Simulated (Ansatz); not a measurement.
# CuCl: the cost of one run

Program: Ansatz 0.2.0. Level of theory: DFT PBE, scalar-relativistic, plane waves, PAW. These are calculated values, not measurements.

2 further runs of the same task are left out: 2 set aside as unsound or not needed.

## Step 1: The system as given

It takes space group F-43m (No. 216, cubic). Conventional cell: a = 5.644 Å, b = 5.644 Å, c = 5.644 Å, α = 90.00°, β = 90.00°, γ = 90.00°. Mn (site symmetry -43m) has 4 S at 2.44 Å as nearest neighbours. S (site symmetry -43m) has 4 Mn at 2.44 Å as nearest neighbours.

Structure file:

```
CELL_PARAMETERS angstrom
0.00000 2.82224 2.82224
2.82224 0.00000 2.82224
2.82224 2.82224 0.00000
ATOMIC_POSITIONS crystal
Mn 0.00000 0.00000 0.00000
S 0.75000 0.75000 0.75000
```

It is the result of an earlier relaxation at this level (volume 22.48 Å³/atom; gap on the mesh: none (metal), site moments up to 4.2 μB).

## Step 2: The second crystal, CuCl

It takes space group F-43m (No. 216, cubic). The conventional cell has a = 5.420 Å, b = 5.420 Å, c = 5.420 Å, α = 90.00°, β = 90.00°, γ = 90.00°. Cu (site symmetry -43m) has 4 Cl at 2.35 Å as nearest neighbours. Cl (site symmetry -43m) is surrounded by 4 Cu at 2.35 Å.

## Step 3: A first look at the start (CuCl)

input.yaml

```yaml
crystal:
  lattice:
    - [0.0, -2.7101, -2.7101]
    - [2.7101, 0.0, -2.7101]
    - [2.7101, -2.7101, 0.0]
  atoms:
    - { symbol: Cu, position: [0.0, 0.0, 0.0], spin: 1.0 }
    - { symbol: Cl, position: [0.75, 0.75, 0.75] }
basis:
  ecutwfc: 420
kpoints:
  mp_grid: { grid: [6, 6, 6] }
hamiltonian:
  xc: pbe
scf:
  occupations: { method: gaussian, width: 0.1 }
  lower_state_search: "off"
output:
  forces: true
  stress: true
  eigenvalues: true
  populations: true
magnetization:
  spin_polarized: true
```

Run with:

```console
$ ansatz run input.yaml --threads 2 --pin off --max-ram 6144MiB --backend cpu --events-out ev --progress --plain --runs-dir out
```

**Question.** How long does this run take on 2 threads of an x86-64 CPU, shared host, and how much memory does it need?

About 1.2 s, with a peak of 0.34 GiB.
